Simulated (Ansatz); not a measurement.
Stackings of close-packed layers of Tl (one atom a layer), each relaxed to a stress under 0.05 GPa; h and k mark layers whose two neighbours have the same or different letters; energies count from the stacking AB (P6_3/mmc).

These are results of Ansatz 0.2.0, DFT PBE, scalar-relativistic, plane waves, PAW, not measurements.

Cutoff 420 eV, Gaussian smearing of 0.10 eV, energies at zero smearing, symmetry of each start kept, no spin polarisation.

```
                    start atoms k mesh excess energy (meV/atom) spacing of like layers (Å) a (Å)
                ABC (kkk)      3  15×15×6                      18.4                       2.892  3.521
              ABAC (khkh)      4  15×15×4                      16.4                       2.894  3.527
          ABCACB (hkkhkk)      6  15×15×3                      16.3                       2.876  3.538
    ABABCBCAC (khhkhhkhh)      9  15×15×2                      11.2                       2.825  3.578
      ABCACBAB (hkkhkkhh)      8  15×15×2                      12.4                       2.846  3.561
ABCBABABABC (kkhkhhhhhkk)     11  15×15×2                      10.1                       2.819  3.578
```

Zero in every row: gap on the mesh (eV).

Spin-orbit coupling is left out, which matters for the bands of heavy elements.

Small energy differences in metals hang on the k mesh (about 10 mJ/m² or 1 to 2 meV/atom on the mesh of the relaxation).

Cost: 6 runs of about 17 core-minutes in all, on Intel Xeon 6975P-C (Granite Rapids) (shared hosts).